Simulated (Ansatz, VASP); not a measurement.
# BN (Qingsongite) in two plane-wave programs, part 2 of 2

One calculation is typed for both programs; each brings its own data sets and cutoff. How far apart do they land? The cell is taken from a series of VASP runs on this material, whose earlier steps may have relaxed, scaled or displaced it; both programs get it as it stands.

VASP 6.6.1 and Ansatz 0.2.0.

So far: Set-up; VASP: elastic constants, LDA.

### Step 3. Ansatz: elastic constants, LDA

Level of this step: Ansatz beside VASP: Kohn-Sham DFT, plane waves, LDA (Ansatz).

Ansatz runs on its default PAW (the set named soft_2) files.

The same cell, functional (in two slightly different forms), mesh and smearing now go to Ansatz, which takes its cutoff from its data sets.

File input.yaml:

```yaml
crystal:
  lattice:
    - [0.0, 1.7916040497, 1.7916040497]
    - [1.7916040497, 0.0, 1.7916040497]
    - [1.7916040497, 1.7916040497, 0.0]
  atoms:
    - { symbol: "N", position: [0.75, 0.75, 0.75] }
    - { symbol: B, position: [0.0, 0.0, 0.0] }
hamiltonian:
  xc: lda
  pseudopotentials: { kind: paw }
kpoints:
  mp_grid: { grid: [12, 12, 12] }
scf:
  occupations: { method: gaussian, width: 0.03 }
elastic:
  mode: relaxed_ion
  stencil: two_point
output:
  forces: true
  stress: true
```

Command:

```bash
$ ansatz run input.yaml --threads 4 --pin off --max-ram 9216MiB --backend cpu --events-out ev --progress --plain --runs-dir out
```

Numbers of over 12 decimals in the logs are rounded to 6 here.

Output:

```text
Engine: ansatz 0.2.0, aarch64-unknown-linux-gnu
Pseudopotentials: kind: paw
Pseudopotential: N, paw, valence charge 5, recommended cutoff 420 eV (normal), N.paw.azcp
Pseudopotential: B, paw, valence charge 3, recommended cutoff 420 eV (normal), B.paw.azcp
Functional definition: SPW92
  exchange = slater_x
  correlation = pw_c
Crystal: 2 atoms, lattice volume = 11.502 Å³
Basis set: ecut = 420 eV, 229 PW (Γ)
Bands: 8, of which v1, the nominal top of the filled ones, is band 4 counted from 1 (3 counted from 0)
Symmetry: 24 space group operations
Space group: F-43m (ITA 216), of the structure as read, at distance tolerance 2.3e-5 Å
k-points: 72 of 1728 (time reversal used)
Non-local potential: N, projectors of the file, l = 0: 2, l = 1: 2, l = 2: 1
Non-local potential: B, projectors of the file, l = 0: 2, l = 1: 2, l = 2: 1
PAW form: soft (Blöchl's): semilocal exchange-correlation on the pseudo side does not see the compensation charge
PAW frozen core: N, regenerated for the run's functional, and the local potential with it (the file was generated under x = pbe(κ = 0.804, μ = 0.219515), c = pbe(β = 0.066725))
PAW frozen core: B, regenerated for the run's functional, and the local potential with it (the file was generated under x = pbe(κ = 0.804, μ = 0.219515), c = pbe(β = 0.066725))
PAW one-centre angular grid: N, 110 points (default); XC on 64 Gauss nodes
PAW one-centre angular grid: B, 110 points (default); XC on 64 Gauss nodes
Initial density: superposition of atomic densities (neutral atoms: chi_scale 0, normalization atom), corrected by the library's trained network
Initial wavefunctions: pseudopotential atomic-orbital guess
Functional: x = slater, c = lda
SCF iter   1: F=—  HF=-526.470186 eV  |F-HF|=—  |Δ(HF+E_count)|=         —  Δρ=7.87e-3  dr2=5.23e-3  ethr=1.77e-3  ⟨swp⟩=4.5  Hψ=3669  notcnv=0
preconditioner: auto → none  [insulator: Δε(μ)=4.328 eV  Ē_g=20.196 eV  σ=0.030 eV  W_gap=1.00  n_scr=0 (ndim 8)  ℏωp=31.0 eV  f_vac=0.000  D(μ)=0.00/eV (n_scr^D=0)  ε∞_Penn≈3.4]
SCF iter   2: F=—  HF=-526.468727 eV  |F-HF|=—  |Δ(HF+E_count)|=   1.46e-3  Δρ=3.28e-3  dr2=4.53e-4  ethr=6.53e-5  ⟨swp⟩=2.1  Hψ=1469  notcnv=0
SCF iter   3: F=—  HF=-526.468586 eV  |F-HF|=—  |Δ(HF+E_count)|=   1.41e-4  Δρ=1.39e-3  dr2=7.17e-5  ethr=5.66e-6  ⟨swp⟩=2.2  Hψ=844  notcnv=0
SCF iter   4: F=—  HF=-526.468565 eV  |F-HF|=—  |Δ(HF+E_count)|=   2.14e-5  Δρ=2.97e-4  dr2=3.24e-6  ethr=8.96e-7  ⟨swp⟩=1.0  Hψ=576  notcnv=0
SCF iter   5: F=—  HF=-526.468564 eV  |F-HF|=—  |Δ(HF+E_count)|=   7.08e-7  Δρ=2.81e-5  dr2=3.31e-8  ethr=4.05e-8  ⟨swp⟩=1.1  Hψ=601  notcnv=0
SCF iter   6: F=—  HF=-526.468565 eV  |F-HF|=—  |Δ(HF+E_count)|=   1.91e-7  Δρ=1.59e-6  dr2=5.98e-11  ethr=4.14e-10  ⟨swp⟩=2.5  Hψ=830  notcnv=0
SCF iter   7: F=—  HF=-526.468565 eV  |F-HF|=—  |Δ(HF+E_count)|=  6.59e-12  Δρ=1.94e-7  dr2=1.11e-12  ethr=7.47e-13 (applied; sched 1.00e-12)  ⟨swp⟩=1.6  Hψ=662  notcnv=0
SCF iter   8: F=-526.468565 eV  HF=-526.468565 eV  |F-HF|=0.00e0  |Δ(HF+E_count)|=  1.14e-13  Δρ=2.06e-8  dr2=1.56e-14  ethr=1.00e-12  ⟨swp⟩=4.0  Hψ=1727  notcnv=0
SCF 1 converged in 8 iterations: F = -526.468565 eV  dr2 = 1.56e-14
  greatest PAW one-centre occupation: 0.782 electrons in one spin orbital (limit 2), on the N atom at site 0 (counted from 0), in its partial waves of l = 0
Crystal: 2 atoms, lattice volume = 11.479 Å³
Symmetry: 8 space group operations
k-points: 163 of 1728 (time reversal used)
Initial density: handed on by an earlier stage of this run
Initial wavefunctions: those handed on with the density
iter 1 solved again at ethr=3.74e-7 eV; its pass at ethr=3.10e-3 eV (dr2=3.00e-5 eV) is discarded
SCF iter   1: F=—  HF=-526.468642 eV  |F-HF|=—  |Δ(HF+E_count)|=         —  Δρ=5.72e-4  dr2=2.99e-5  ethr=3.74e-7  ⟨swp⟩=2.2  Hψ=9894  notcnv=0
preconditioner: auto → none  [insulator: Δε(μ)=4.359 eV  Ē_g=20.254 eV  σ=0.030 eV  W_gap=1.00  n_scr=0 (ndim 8)  ℏωp=31.0 eV  f_vac=0.000  D(μ)=0.00/eV (n_scr^D=0)  ε∞_Penn≈3.3]
SCF iter   2: F=—  HF=-526.468632 eV  |F-HF|=—  |Δ(HF+E_count)|=   9.95e-6  Δρ=2.14e-4  dr2=3.52e-6  ethr=3.74e-7  ⟨swp⟩=2.7  Hψ=2007  notcnv=0
SCF iter   3: F=—  HF=-526.468631 eV  |F-HF|=—  |Δ(HF+E_count)|=   1.02e-6  Δρ=7.38e-5  dr2=4.49e-7  ethr=4.40e-8  ⟨swp⟩=2.0  Hψ=1924  notcnv=0
SCF iter   4: F=—  HF=-526.468631 eV  |F-HF|=—  |Δ(HF+E_count)|=   3.67e-8  Δρ=1.16e-5  dr2=4.52e-9  ethr=5.61e-9  ⟨swp⟩=2.2  Hψ=1992  notcnv=0
SCF iter   5: F=—  HF=-526.468631 eV  |F-HF|=—  |Δ(HF+E_count)|=  5.84e-10  Δρ=2.95e-7  dr2=2.82e-12  ethr=5.65e-11  ⟨swp⟩=1.0  Hψ=1307  notcnv=0
SCF iter   6: F=—  HF=-526.468631 eV  |F-HF|=—  |Δ(HF+E_count)|=  6.93e-12  Δρ=8.64e-8  dr2=2.37e-13  ethr=1.00e-12  ⟨swp⟩=5.0  Hψ=4412  notcnv=0
SCF iter   7: F=-526.468631 eV  HF=-526.468631 eV  |F-HF|=0.00e0  |Δ(HF+E_count)|=  1.14e-13  Δρ=2.56e-8  dr2=2.44e-14  ethr=1.00e-12  ⟨swp⟩=4.0  Hψ=3893  notcnv=0
SCF 2 converged in 7 iterations: F = -526.468631 eV  dr2 = 2.44e-14
Crystal: 2 atoms, lattice volume = 11.525 Å³
iter 1 solved again at ethr=2.86e-11 eV; its pass at ethr=3.10e-3 eV (dr2=2.29e-9 eV) is discarded
SCF iter   1: F=—  HF=-526.468360 eV  |F-HF|=—  |Δ(HF+E_count)|=         —  Δρ=1.20e-5  dr2=3.35e-9  ethr=2.86e-11  ⟨swp⟩=2.0  Hψ=10008  notcnv=0
[...]
SCF iter   3: F=—  HF=-526.468529 eV  |F-HF|=—  |Δ(HF+E_count)|=   1.07e-5  Δρ=2.59e-5  dr2=3.45e-8  ethr=2.52e-7  ⟨swp⟩=2.0  Hψ=3360  notcnv=0
SCF iter   4: F=—  HF=-526.468530 eV  |F-HF|=—  |Δ(HF+E_count)|=   5.12e-7  Δρ=3.09e-6  dr2=5.62e-10  ethr=4.31e-10  ⟨swp⟩=1.3  Hψ=2446  notcnv=0
SCF iter   5: F=—  HF=-526.468530 eV  |F-HF|=—  |Δ(HF+E_count)|=  4.76e-11  Δρ=1.67e-6  dr2=2.36e-10  ethr=7.02e-12  ⟨swp⟩=2.1  Hψ=3157  notcnv=0
SCF iter   6: F=—  HF=-526.468530 eV  |F-HF|=—  |Δ(HF+E_count)|=  7.58e-11  Δρ=3.36e-7  dr2=2.51e-12  ethr=2.95e-12  ⟨swp⟩=2.5  Hψ=3314  notcnv=0
SCF iter   7: F=-526.468530 eV  HF=-526.468530 eV  |F-HF|=0.00e0  |Δ(HF+E_count)|=  6.82e-13  Δρ=1.60e-8  dr2=1.69e-14  ethr=1.00e-12  ⟨swp⟩=4.0  Hψ=6714  notcnv=0
SCF 4 converged in 7 iterations: F = -526.468530 eV  dr2 = 1.69e-14
relax step   1: F+E_penalty+E_count = -526.46852974 eV  Δ(F+E_penalty+E_count) = +0.000e0 eV  max|allowed force component| = 5.286e-3 eV/Å  Δτ_max = 0.0000 Å  (7 SCF iters, accepted)
[...]
relax step   2: F+E_penalty+E_count = -526.46853006 eV  Δ(F+E_penalty+E_count) = -3.197e-7 eV  max|allowed force component| = 3.415e-3 eV/Å  Δτ_max = 0.0000 Å  (6 SCF iters, accepted)
[...]
relax step   3: F+E_penalty+E_count = -526.46853029 eV  Δ(F+E_penalty+E_count) = -2.292e-7 eV  max|allowed force component| = 1.361e-7 eV/Å  Δτ_max = 0.0001 Å  (6 SCF iters, accepted)
[...]
relax step   1: F+E_penalty+E_count = -526.46852974 eV  Δ(F+E_penalty+E_count) = +0.000e0 eV  max|allowed force component| = 5.286e-3 eV/Å  Δτ_max = 0.0000 Å  (7 SCF iters, accepted)
[...]
relax step   2: F+E_penalty+E_count = -526.46853029 eV  Δ(F+E_penalty+E_count) = -5.489e-7 eV  max|allowed force component| = 6.939e-8 eV/Å  Δτ_max = 0.0001 Å  (6 SCF iters, accepted)
iter 1 solved again at ethr=1.00e-12 eV; its pass at ethr=3.10e-3 eV (dr2=6.75e-15 eV) is discarded
SCF iter   1: F=—  HF=-526.468530 eV  |F-HF|=—  |Δ(HF+E_count)|=         —  Δρ=1.35e-8  dr2=4.36e-15  ethr=1.00e-12  ⟨swp⟩=2.0  Hψ=16845  notcnv=0
SCF iter   2: F=-526.468530 eV  HF=-526.468530 eV  |F-HF|=1.14e-13  |Δ(HF+E_count)|=    0.00e0  Δρ=6.56e-9  dr2=9.98e-16  ethr=1.00e-12  ⟨swp⟩=3.4  Hψ=5954  notcnv=0
SCF 10 converged in 2 iterations: F = -526.468530 eV  dr2 = 9.98e-16
SCF converged after 8 iterations
Free energy (F): -526.468565 eV
Harris-Foulkes:  -526.468565 eV  (|F-HF|=0.00e0)
Internal energy: -526.468565 eV  (E = F + TS)
E sigma→0 (E₀):  -526.468565 eV
Fermi energy:    13.550772 eV
--- Per-component energies (eV) ---
  E_band       = 27.168903
  E_kinetic    = 186.735816
  E_local      = -173.973033  (includes V_loc(G=0)·N_el)
  E_nonlocal   = 58.753813
  E_hartree    = 47.925413
  E_xc         = -92.954274
  E_vxc        = -116.055856  (∫ρ·V_xc dr)
  E_paw        = -191.517871  (= ΣΔE_a)
  E_vpaw       = -24.142761  (= ΣTr[D̂ρ^β])
  E_aug_tail   = 0.000098  (compensation charges beyond the density's cutoff)
  E_ewald      = -361.564406
  E_core_change = 0.125878  (= ΣΔE_core)
  E_smearing   = -0.000000  (= −TS)
  E_closure    = 0.000000  (closes the sum)
  Σ components = -526.468565   (vs F -526.468565, Δ=0.00e0)
--- Forces (eV/Å), atoms counted from 1 ---
  atom   1  N      0.00000000     0.00000000     0.00000000
  atom   2  B     -0.00000000     0.00000000     0.00000000
  max |Σ_I F_I| component: 7.31e-16 eV/Å
--- Stress (GPa, compression-positive) ---
       -0.898405      -0.000000      -0.000000
       -0.000000      -0.898405       0.000000
       -0.000000       0.000000      -0.898405
  P = ⅓ Tr σ = -0.8984 GPa (-8.984 kbar)
--- Band table (eV; the first three rows and the last of 72) ---
  k-point 0: bands = ["-9.0245", "11.3564", "11.3564", "11.3564", "20.1754", "20.1754", "20.1754", "22.1959"]
  k-point 1: bands = ["-8.8512", "10.4339", "11.1668", "11.1668", "20.4375", "20.4571", "20.4571", "22.7144"]
  k-point 2: bands = ["-8.3372", "8.3062", "10.7123", "10.7123", "20.8592", "21.1087", "21.1087", "23.9462"]
  k-point 71: bands = ["-2.8496", "3.7344", "4.1283", "4.6057", "20.9104", "24.8913", "25.7739", "26.4270"]
--- Elastic constants: 2 strain directions × 2 members + reference (group order 24) ---
  dense FFT box of the reference and of every strained cell: 18×18×18
  strains applied: 11, 23; error gains: componentwise 1.00 (the most a stress slope's error grows in a printed constant), spectral 1.73 (1 for all six strains in a standard setting)
  C = ∂σ_k/∂η_j (tension-positive GPa; Voigt order 11 22 33 23 13 12):
       819.261    188.220    188.220      0.000      0.000      0.000
       188.220    819.261    188.220      0.000      0.000     -0.000
       188.220    188.220    819.261      0.000     -0.000     -0.000
        -0.000      0.000      0.000    472.419      0.000      0.000
         0.000      0.000      0.000     -0.000    472.419      0.000
         0.000     -0.000     -0.000      0.000      0.000    472.419
  reference stress σ⁰ (GPa):      0.898      0.898      0.898     -0.000      0.000      0.000
  C* (energy form; C + prestress term) asymmetry max|C*_kj − C*_jk| = 8.527e-14 GPa — a small one proves nothing (zero by symmetry where the batch's group is 432, −43m or m−3m); a large one is finite-difference/SCF noise where every solve meets its electron count
  moduli (Voigt/Reuss/Hill, GPa): K = 398.57/398.57/398.57   G = 409.66/394.04/401.85   E = 902.31   ν = 0.123
  mechanically stable: yes (min eigenvalue of sym C = 472.42 GPa)
  strain η (Voigt 11):  stress-route row diagonal C_11 = 819.26 GPa, energy-path curvature d²(F+E_count+ΔE)/dδ²/Ω₀ = 821.12 GPa
         δ    σ_11 (GPa)             F (eV)   n_scf  n_hpsi   n_pw
    -2.000e-3      -0.7439        -526.4686312       7   26436    233   relax 0 steps, max|allowed force component| 9.89e-17 eV/Å
     2.000e-3       2.5332        -526.4683600       5   20224    233   relax 0 steps, max|allowed force component| 1.08e-16 eV/Å
  strain η (Voigt 23):  stress-route row diagonal C_44 = 472.42 GPa, energy-path curvature d²(F+E_count+ΔE)/dδ²/Ω₀ = 473.98 GPa
         δ    σ_23 (GPa)             F (eV)   n_scf  n_hpsi   n_pw
    -2.000e-3      -0.9448        -526.4685303       2   24489    233   relax 3 steps, max|allowed force component| 1.36e-7 eV/Å
     2.000e-3       0.9448        -526.4685303       2   24518    233   relax 2 steps, max|allowed force component| 6.94e-8 eV/Å
```

The job ended after 7.1 s (4 threads of Arm Neoverse V1, shared host; peak memory 0.32 GiB; 26 s of CPU time).

### Step 4. Comparison

Known differences besides the potentials themselves: the two LDA forms differ slightly; the cutoff is 420 eV in Ansatz and 800 eV in VASP; VASP's log shows a relativistic correction to its local exchange, Ansatz's none. Total energies have different zeros and are not compared.

Both answers:

```csv
quantity,Ansatz,VASP,difference
C11 (GPa),819.3,825.3,-0.74 %
C22 (GPa),819.3,825.3,-0.74 %
C33 (GPa),819.3,825.3,-0.74 %
C12 (GPa),188.2,192.9,-2.44 %
C13 (GPa),188.2,192.9,-2.44 %
C23 (GPa),188.2,192.9,-2.44 %
C44 (GPa),472.4,475.5,-0.65 %
C55 (GPa),472.4,475.5,-0.65 %
C66 (GPa),472.4,475.5,-0.65 %
```

### Step 5. Results

```
difference in C12 (elastic constants, LDA) : -2.4 %
```

In words: The difference in C12 is -2.4 % (elastic constants, LDA), within the 5 % picked in this series as the mark of a large difference. Such differences can come from data sets, numerical settings and the points named under the comparisons, not from the functional's error against experiment.

[Lines on the potential files, build, host, timing and source positions are cut from VASP's logs without a mark.]

[Logs are printed without paths, hosts, clocks, repeated set-up lines and the standing remarks that a program may print on its own settings, such as how far it seeks lower states.]

[Hosts, paths, dates, database ids (printed as entryN), source tags and the programs' standing remarks are cut or masked in the printed files.]
